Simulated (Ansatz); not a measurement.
# Σ9 (221) boundary in fcc Al with Zr (substitutional): structure and resistance, part 2 of 2

How much does the Σ9 (221) boundary in fcc Al with Zr (substitutional) reflect electrons?

Ansatz 0.2.0; Ansatz plane-wave DFT, PBE, PAW files; relaxation of a bicrystal slab with its lowest layers held; PAW set soft_1 (the session's first sound run).

So far. Step 2 (Relaxing the bicrystal): The largest force component on a free atom ends at 0.012 eV/Å, under the tolerance of 0.03, after 8 steps.

**3. Transmission across the boundary**

Bulk layers of each grain are laid under and over the relaxed boundary, and a lead is named in the middle of each, away from the free faces. The mesh across the current, 22×8, is finer than the density's, because channels open and close sharply across the zone. Energies from -0.1 to 0.1 eV in steps of 0.05 eV are too few for the program's thermal sum, so it prints no conductance; for a metal the transmission near the Fermi level serves, at a fraction of the cost.

This step: Ansatz plane-wave DFT, PBE, PAW files; ballistic transport by layer matching (Landauer), zero bias; boundary relaxed in a short slab, bulk layers laid on; PAW set soft_1 (Ansatz 0.2.0).

System of this step: Σ9 (221) boundary in fcc Al with Zr (substitutional). The cell holds 64 atoms: 63 Al and 1 Zr. Cell: a = 2.862 Å, b = 8.587 Å, c = 51.127 Å, α = 90.0°, β = 90.0°, γ = 90.0°. It derives from Al. Regions: lower grain, 26 atoms (26 Al); boundary, 17 atoms (16 Al and 1 Zr); upper grain, 21 atoms (21 Al). Vacuum lies along c.

Input file input.yaml:

```yaml
crystal:
  lattice:
    - [2.862347037, 0.0, 0.0]
    - [0.0, 8.5870411111, 0.0]
    - [0.0, 0.0, 51.1270774749]
  atoms:
    - { symbol: Al, position: [-17.0, -9.4444444443, 0.0782364296] }
    - { symbol: Al, position: [-16.5, -9.1666666666, 0.0914322097] }
    - { symbol: Al, position: [-16.0, -8.8888888888, 0.1046279897] }
    - { symbol: Al, position: [-15.5, -8.611111111, 0.1178237697] }
    - { symbol: Al, position: [-15.0, -8.3333333332, 0.1310195497] }
    - { symbol: Al, position: [-14.5, -8.0555555555, 0.1442153297] }
    - { symbol: Al, position: [-14.0, -7.7777777777, 0.1574111097] }
    - { symbol: Al, position: [-13.5, -7.4999999999, 0.1706068897] }
    - { symbol: Al, position: [-13.0, -7.2222222221, 0.1838026697] }
    - { symbol: Al, position: [-12.5, -6.9444444444, 0.1969984497] }
    - { symbol: Al, position: [-12.0, -6.6666666666, 0.2101942297] }
    - { symbol: Al, position: [-11.5, -6.3888888888, 0.2233900097] }
    - { symbol: Al, position: [-11.0, -6.111111111, 0.2365857897] }
    - { symbol: Al, position: [-10.5, -5.8333333333, 0.2497815697] }
    - { symbol: Al, position: [-10.0, -5.5555555555, 0.2629773497] }
    - { symbol: Al, position: [-9.5, -5.2777777777, 0.2761731297] }
    - { symbol: Al, position: [-9.0, -4.9999999999, 0.2893689097] }
    - { symbol: Al, position: [-8.5, -4.7222222222, 0.3025646897] }
    - { symbol: Al, position: [-8.0, -4.4444444444, 0.3157604698] }
    - { symbol: Al, position: [-7.5, -4.1666666666, 0.3289562498] }
    - { symbol: Al, position: [-7.0, -3.8888888888, 0.3421520298] }
    - { symbol: Al, position: [-6.5, -3.6111111111, 0.3553478098] }
    - { symbol: Al, position: [-6.0, -3.3333333333, 0.3685435898] }
    - { symbol: Al, position: [-5.5, -3.0555555555, 0.3817393698] }
    - { symbol: Al, position: [-5.0, -2.7777777777, 0.3949351498] }
    - { symbol: Al, position: [-4.5, -2.5, 0.4081309298] }
    - { symbol: Al, position: [0.0, 0.7777777778, 0.4213267098] }
    - { symbol: Al, position: [0.5, 0.0534790669, 0.4342210677] }
    - { symbol: Al, position: [1.0, 0.3387850486, 0.4466438835] }
    - { symbol: Al, position: [0.5, 0.6167192328, 0.4607128811] }
    - { symbol: Al, position: [0.0, 0.8853929804, 0.4744824055] }
    - { symbol: Al, position: [0.5, 0.1792730923, 0.4844794857] }
    - { symbol: Al, position: [0.0, 0.4544870085, 0.499599567] }
    - { symbol: Al, position: [0.5, 0.7239779125, 0.5225439152] }
    - { symbol: Zr, position: [0.0, 0.027201888, 0.5264643101] }
    - { symbol: Al, position: [0.0, 0.4813374574, 0.5527784881] }
    - { symbol: Al, position: [0.5, 0.2037887027, 0.5663253893] }
    - { symbol: Al, position: [0.0, 0.9095078726, 0.5792233946] }
    - { symbol: Al, position: [0.5, 0.6407050384, 0.5917207133] }
    - { symbol: Al, position: [1.0, 0.3675399809, 0.6053637002] }
    - { symbol: Al, position: [0.5, 0.0869629065, 0.618304352] }
    - { symbol: Al, position: [0.0, 0.8053539087, 0.6314620227] }
    - { symbol: Al, position: [0.5, 0.5281258624, 0.6446521902] }
    - { symbol: Al, position: [-5.0, -2.7496519154, 0.6578479702] }
    - { symbol: Al, position: [-5.5, -3.0274296932, 0.6710437502] }
    - { symbol: Al, position: [-6.0, -3.305207471, 0.6842395302] }
    - { symbol: Al, position: [-6.5, -3.5829852487, 0.6974353103] }
    - { symbol: Al, position: [-7.0, -3.8607630265, 0.7106310903] }
    - { symbol: Al, position: [-7.5, -4.1385408043, 0.7238268703] }
    - { symbol: Al, position: [-8.0, -4.4163185821, 0.7370226503] }
    - { symbol: Al, position: [-8.5, -4.6940963598, 0.7502184303] }
    - { symbol: Al, position: [-9.0, -4.9718741376, 0.7634142103] }
    - { symbol: Al, position: [-9.5, -5.2496519154, 0.7766099903] }
    - { symbol: Al, position: [-10.0, -5.5274296932, 0.7898057703] }
    - { symbol: Al, position: [-10.5, -5.8052074709, 0.8030015503] }
    - { symbol: Al, position: [-11.0, -6.0829852487, 0.8161973303] }
    - { symbol: Al, position: [-11.5, -6.3607630265, 0.8293931103] }
    - { symbol: Al, position: [-12.0, -6.6385408043, 0.8425888903] }
    - { symbol: Al, position: [-12.5, -6.916318582, 0.8557846703] }
    - { symbol: Al, position: [-13.0, -7.1940963598, 0.8689804503] }
    - { symbol: Al, position: [-13.5, -7.4718741376, 0.8821762303] }
    - { symbol: Al, position: [-14.0, -7.7496519153, 0.8953720103] }
    - { symbol: Al, position: [-14.5, -8.0274296931, 0.9085677903] }
    - { symbol: Al, position: [-15.0, -8.3052074709, 0.9217635704] }
kpoints:
  mp_grid: { grid: [9, 3, 1] }
hamiltonian:
  xc: pbe
  pseudopotentials: { kind: paw, azcp: { folder: soft_1 } }
scf:
  occupations: { method: fermi_dirac, width: 0.1 }
output:
  transmission:
    leads: [[14, 15], [52, 53]]
    kmesh: [22, 8]
    e_range: [-0.1, 0.1]
    de: 0.05
  write_potential: true
  write_density: true
  volumetric_format: npy
  elf: true
```

The run is started by

```sh
$ ansatz run input.yaml --threads 4 --pin off --max-ram 15360MiB --backend cpu --events-out ev --progress --plain --runs-dir out
```

Numbers of over 12 decimals in the logs are rounded to 6 here.

Log:

```text
[...]
Crystal: 64 atoms, lattice volume = 1256.657 Å³
Basis set: ecut = 420 eV, 24555 PW (Γ)
Bands: 165, of which v1, the nominal top of the filled ones, is band 101 counted from 1 (100 counted from 0)
Symmetry: 2 space group operations
[...]
k-points: 10 of 27 (time reversal used)
[...]
SCF iter   1: F=—  HF=-38048.755648 eV  |F-HF|=—  |Δ(HF+E_count)|=         —  Δρ=2.47e-2  dr2=2.00e2  ethr=3.10e-3  ⟨swp⟩=7.6  Hψ=8796  notcnv=0  defer=89
[...]
SCF iter   9: F=-38043.210122 eV  HF=-38043.210122 eV  |F-HF|=2.25e-8  |Δ(HF+E_count)|=   2.24e-8  Δρ=1.03e-6  dr2=2.97e-8  ethr=4.98e-11  ⟨swp⟩=30.8  Hψ=10083  notcnv=0
SCF 1 converged in 9 iterations: F = -38043.210122 eV  dr2 = 2.97e-8
[...]
transmission: 240 of 2400 steps passed
transmission: 480 of 2400 steps passed
[...]
transmission: 2400 of 2400 steps passed
WARN: The output density's exchange-correlation potential varies sharply where the density is thin. Do not read a vacuum level from v_tot or v_xc, or from such a field of the output density. On a cell that repeats whose density bears no net charge and no dipole along the vacuum's axis use v_es (v_loc + v_h of the components); under efield.dipole_correction with no amplitude use v_es + v_field, which holds any externa [...]
SCF converged after 9 iterations
Free energy (F): -38043.210122 eV
[...]
Internal energy: -38042.172335 eV  (E = F + TS)
E sigma→0 (E₀):  -38042.691229 eV
Entropy (-TS):   -1.037787 eV (-16.215 meV/atom)
Fermi energy:    6.237079 eV
[...]
--- Band table (eV; the first three rows and the last of 10) ---
  k-point 0: bands = [... 97 lower, 5.9967, 6.0950, 6.1730, 6.2908, 6.4406, 6.5839, 6.7141, 6.8133, ... 60 higher]
  k-point 1: bands = [... 97 lower, 6.4854, 6.5573, 6.7014, 6.7738, 6.8690, 6.9823, 7.0932, 7.2020, ... 60 higher]
  k-point 2: bands = [... 97 lower, 6.1624, 6.2834, 6.3680, 6.4795, 6.6361, 6.7638, 6.8928, 6.9701, ... 60 higher]
  k-point 9: bands = [... 97 lower, 5.2992, 5.3685, 5.4449, 5.4743, 5.5267, 5.5999, 5.6725, 5.7271, ... 60 higher]
--- Transmission ---
  basis      : 217 plane waves across, 40 finite elements along
  points     : 60, standing for a mesh of 22 x 8
  energies   : 5 from -0.100000 to 0.100000 eV about the Fermi level, 0.050000 eV apart; the leads are filled to 0.000000 eV, and channels, transmission and decay are at 0.000000 eV
  crystal 0  : Al4, at the sites [14, 15], period 2.6986 Å, over 18.22 Å; its Hamiltonian steps by up to 38.0 meV: too much for a lead, lay more layers or, if its atoms are ordered, name the step of that order
    offset         : up to 0.0000 Å between an atom of the period and one for which it stands
    channels       : 4.653409e0 a spin
    conductance    : none, the energies end too early or step too widely for 300 K: set another output.transmission.e_range or a lower de, or, where they end at an eighth of basis.ecutwfc, a higher one
[...]
channels       : 4.653409e0 a spin
[...]
junction   : crystal 0 to crystal 1, 13.11 to 38.02 Å
    transmission   : 2.321648e0 a spin
[...]
```

It took 9.3 min on 4 threads of Arm Neoverse V1, shared host; peak memory 5 GiB.

Numbers from this step:

```yaml
free_energy: -38043.2101 eV
energy_at_zero_smearing: -38042.6912 eV
fermi_energy: 6.237 eV
cell_area: 24.58 Å²
transmission_per_spin_nearest_the_fermi_level: 2.322
open_channels_per_spin_nearest_the_fermi_level: 4.653
open_channels_per_spin_upper_lead: 4.653
step_of_the_lead_s_potential: 38 meV
step_of_the_upper_lead_s_potential: 35.8 meV
```

Per spin. Table of transmission, zone mean by energy, zero at the Fermi level:

```tsv
energy (eV)	transmission, zone mean
-0.1000	2.25
-0.0500	2.27
0.0000	2.32
0.0500	2.37
0.1000	2.42
```

Per spin. Open channels, zone mean, lead = upper lead against energy, zero at the Fermi level:

```tsv
energy (eV)	open channels, zone mean, lead = upper lead
-0.1000	4.48
-0.0500	4.57
0.0000	4.65
0.0500	4.72
0.1000	4.77
```

Transmission over k1 and k2. At 0.0000 eV from the Fermi level.

Ten even steps from '_' (0.85) to '@' (3.90):
```
##++..==::..++====++++++++++====++..::==..++
--@@****::::--==++****==****++==--::::****@@
==++%%++--::::----++++**++++----::::--++%%++
%%****%%++==--******************--==++%%****
==++%%++--::::----++++**++++----::::--++%%++
--@@****::::--==++****==****++==--::::****@@
##++..==::..++====++++++++++====++..::==..++
==--::__++::======++++++++++======::++__::--
```
Columns: k1 (b1) from -0.5 to 0.455; rows upwards: k2 (b2) from -0.5 to 0.375.

Open channels over k1 and k2. At 0.0000 eV from the Fermi level.

Ten even steps from '0' (2.00) to '9' (8.00):
```
6613315333333333513316
3966513555535555315669
3585533335555533335585
6658563555555555365856
3585533335555533335585
3966513555535555315669
6613315333333333513316
3330333333333333333033
```
Columns: k1 (b1) from -0.5 to 0.455; rows upwards: k2 (b2) from -0.5 to 0.375.

Electrostatic potential energy in the cb plane at fractional x = 0.000, with atoms of Al and Zr within 0.2 Å of it. With pseudopotentials it is smooth inside the atoms' cores, unlike the true potential.

Ten even steps from '0' (-12 eV) to '9' (9 eV), each cell a mean:
```
88888999888873101576100004751331488888899888
88888887788851583167510136732994178754578888
88888742257851796168866678841783277311137888
88888413315761352279988899962111575158516887
56787239823775212689988999986446785179615874
11477228713888767899888899999888886224226741
73167511116888889999888899999988888631368723
97158764468888899999888899999988888877788732
62268888889887889888889887678888889998888851
12588888999888888655688852126888889998888886
67888888999888885111268613522788888898888898
89998888888778873277137517961687645788888999
99998888864246872399237515841675111268888999
89988888721313774144158731114772286148887788
88876788516961587311479876567861498237863357
87411267516951688777899998888873153157611204
85146137631213788889999999988886312477418941
73289416864347888889999999888888777888418941
74157227888788888888876788888889988888611214
76311158888899988888631247888899998888863357
88755688888899998886200004889899988788888788
88888898878899888885000002788778888888999888
88889999888887656874000002775224788889999888
```
Columns run along c (16.0 Å, from fractional 0.37 to 0.68 of the cell; values clipped at the 3rd and 97th percentile), rows up along b (8.6 Å). Atoms in or near the plane, at fractional coordinates: Al at (0.37, 0.67), Al at (0.39, 0.22), Al at (0.42, 0.78), Al at (0.45, 0.34), Al at (0.47, 0.89), Al at (0.50, 0.45), Zr at (0.53, 0.03), Al at (0.55, 0.48), Al at (0.58, 0.91), Al at (0.61, 0.37), Al at (0.63, 0.81), Al at (0.66, 0.25).

ELF in the cb plane at fractional x = 0.000, with atoms of Al and Zr within 0.2 Å of it. It is the smooth field of the valence electrons, not physical close to the nuclei.

Values in units of 1e-1, 12 rows by 16 columns, each cell a mean:
```
5.3 4.5 3.8 5.7 5.6 2.5 5.8 4.0 5.9 4.4 4.2 3.3 6.0 5.2 4.3 5.7
5.0 5.8 4.0 5.2 5.3 1.9 5.5 3.6 2.5 4.9 3.7 3.6 6.0 2.4 5.1 5.9
5.5 6.2 2.5 3.1 6.0 5.1 4.6 5.8 6.0 3.2 4.8 6.2 5.8 1.9 4.6 5.9
2.6 6.2 4.3 4.8 5.6 4.9 2.5 5.0 5.8 2.6 3.5 5.5 5.1 4.7 6.0 4.4
2.7 6.0 5.4 3.6 5.0 5.2 3.9 4.8 5.3 4.7 5.4 5.6 3.3 3.8 5.8 5.2
4.5 5.0 5.2 2.8 5.0 6.2 3.7 5.1 6.7 2.0 5.4 5.9 4.2 4.2 5.6 3.5
3.0 3.9 5.7 4.9 5.2 6.0 2.7 4.3 7.5 2.1 4.7 5.5 3.4 5.8 5.4 2.8
4.4 4.9 6.1 3.7 2.4 5.9 5.1 5.6 5.6 5.8 5.9 4.0 1.9 6.0 5.6 4.7
5.6 2.1 5.7 4.6 3.0 5.9 5.6 3.9 2.2 4.8 5.6 5.2 4.0 6.2 3.0 3.1
5.4 1.6 5.4 5.7 4.4 5.0 5.8 2.3 1.1 4.8 5.5 3.4 4.8 6.1 3.4 3.8
6.2 4.6 5.3 5.5 2.9 3.8 5.4 3.7 5.8 3.4 5.2 2.7 4.6 5.4 4.3 5.9
5.9 4.1 3.2 5.6 4.4 5.0 4.9 5.5 5.4 3.7 6.2 4.7 5.6 4.4 2.7 5.4
```
Columns run along c (16.0 Å, from fractional 0.37 to 0.68 of the cell), rows up along b (8.6 Å). Atoms in or near the plane, at fractional coordinates: Al at (0.37, 0.67), Al at (0.39, 0.22), Al at (0.42, 0.78), Al at (0.45, 0.34), Al at (0.47, 0.89), Al at (0.50, 0.45), Zr at (0.53, 0.03), Al at (0.55, 0.48), Al at (0.58, 0.91), Al at (0.61, 0.37), Al at (0.63, 0.81), Al at (0.66, 0.25).

Valence density in the cb plane at fractional x = 0.000, with atoms of Al and Zr within 0.2 Å of it. It is the smooth field of the valence electrons, not physical close to the nuclei.

Ten steps, logarithmic in the rise over the least value, from '0' (0.1 e/Å³) to '9' (4.1 e/Å³), each cell a mean:
```
23322222233333223334689974333212333332222233
23332222333332112333456643332001333333322333
23333333333332101333333322232102333322233333
23333322233333212332223221222223333310133333
33333320023333332222233221112333333310123333
23333320123333332212233221011233333321233332
02333332233333322112233221001223333333333332
01233333333333321112223221111233322223333332
12333332222233322222222222222233322222333333
33333332222233332222333332233333322222333223
32223332222223333322333332123333322222333222
22222333222233333211233331013333333323332221
22122333333333333200233331013333322333332222
22222333332223333211232232233333201233333222
22223333331013333332221222333333100233333333
33333333331013333332210012233333212333332223
33211233332223333322100011233333333333320013
33200133333333333322100012233322223333320013
33211233333222233332222222333222222333332223
33322333332222223333356543333221122333333333
33333222332221223333689874333222222332222333
33322222333222223334799985333322223332222233
33322122233222333334799985333333333322212233
```
Columns run along c (16.0 Å, from fractional 0.37 to 0.68 of the cell), rows up along b (8.6 Å). Atoms in or near the plane, at fractional coordinates: Al at (0.37, 0.67), Al at (0.39, 0.22), Al at (0.42, 0.78), Al at (0.45, 0.34), Al at (0.47, 0.89), Al at (0.50, 0.45), Zr at (0.53, 0.03), Al at (0.55, 0.48), Al at (0.58, 0.91), Al at (0.61, 0.37), Al at (0.63, 0.81), Al at (0.66, 0.25).

Over the solved energies the transmission per spin lies between 2.25 and 2.42, out of 4.64 channels of the lead on average (up to 4.77). The log calls the step of a lead's potential too much.

**4. Specific resistance**

This step: Ansatz plane-wave DFT, PBE, PAW files; ballistic transport by layer matching (Landauer), zero bias; specific resistance of the boundary; PAW set soft_1 (Ansatz 0.2.0).

Numbers from this step:

| Property | Result |
| --- | --- |
| area resistance | 0.6801 fΩ m² |
| T over the leads' mean channel count | 0.5013 |

Averaged over the energies near the Fermi level, 50.1 % of the channels pass, which makes 0.680 fΩ m².

By hand, with T and the leads' channels N averaged over the energies near the Fermi level: RA = A (h/2e²)(1/T − ½[1/N₁ + 1/N₂]) = 24.58×10⁻²⁰ m² × 12 906 Ω × (1/2.326 − ½[1/4.640 + 1/4.640]) = 0.680 fΩ m².

**5. Summary of results**

| Item | Value |
| --- | --- |
| specific resistance of the boundary | 0.680 fΩ m² |
| share of channels that pass | 0.501 |

The boundary has a specific resistance of 0.68 fΩ m². The boundary reflects 50 % of the channels; 0.68 fΩ m² is 6.8×10⁻¹² Ω·cm². That equals the resistance of 25 nm of bulk Al at 300 K (measured 2.733 µΩ cm, CRC Handbook of Chemistry and Physics, 84th ed., 2003, Electrical Resistivity of Pure Metals). One Zr in 24.6 Å² of boundary is a high coverage. Each plane of this narrow cell holds one atom, so the solute fills a whole plane. One starting structure was relaxed; another shift or atom count at the boundary may lie lower. A lead's potential steps by up to 38 meV from period to period, which the log calls too much, so longer leads could move the result.

[Logs are printed without paths, hosts, clocks, repeated set-up lines and the standing remarks that a program may print on its own settings, such as how far it seeks lower states.]

[Hosts, paths, dates, database ids (printed as entryN), source tags and the programs' standing remarks are cut or masked in the printed files.]
